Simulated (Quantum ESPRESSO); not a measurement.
PbSe (Clausthalite) under changes of volume

One of the cells (28.671 Å³/atom); the others are scaled copies at fixed shape and fractional positions:

```
Pb Se
1.0
     0.00000    3.06065    3.06065
     3.06065    0.00000    3.06065
     3.06065    3.06065    0.00000
Pb Se
1 1
Direct
  0.00000 0.00000 0.00000
  0.50000 0.50000 0.50000
```

| Item | Value |
| --- | --- |
| Program | Quantum ESPRESSO 7.5 |
| Functional | PBE |
| Potentials or basis | JTH 2.0 PBE |
| Cutoff | 490 eV |
| Density cutoff | 2939 eV |
| k mesh | 8 × 8 × 8 |
| Occupations | fermi-dirac, width 0.05 eV |
| Spin | no spin polarisation |

| volume (Å³/atom) | energy over the lowest point (meV/atom) | gap on the mesh (eV) |
| --- | --- | --- |
| 26.951 | ? | ? |
| 27.524 | 36.36 | 0.14 |
| 28.097 | 20.73 | 0.21 |
| 28.671 | 10.06 | 0.28 |
| 29.244 | 3.18 | 0.35 |
| 29.818 | 0.00 | 0.41 |
| 30.391 | 0.20 | 0.46 |

Q: What does the run at 26.951 Å³/atom give?

A: Energy over the lowest point 57.02 meV/atom; gap on the mesh 0.06 eV.

Worked out: A Birch-Murnaghan fit of order 3 (a polynomial in V^(-2/3)) to the other rows has its minimum at 30.08 Å³/atom with B0 = V·E''(V) = 45 GPa and B' = 5.2. It gives 57.03 meV/atom at 26.951 Å³/atom, against the run's 57.02.

Energies are extrapolated to zero smearing.

Caveats: the cutoff is low for these files, which shifts pressure and relaxed volume; spin-orbit coupling is left out, which as a rule narrows the gap of such compounds by several tenths of an eV.

A mesh can miss the band edges.
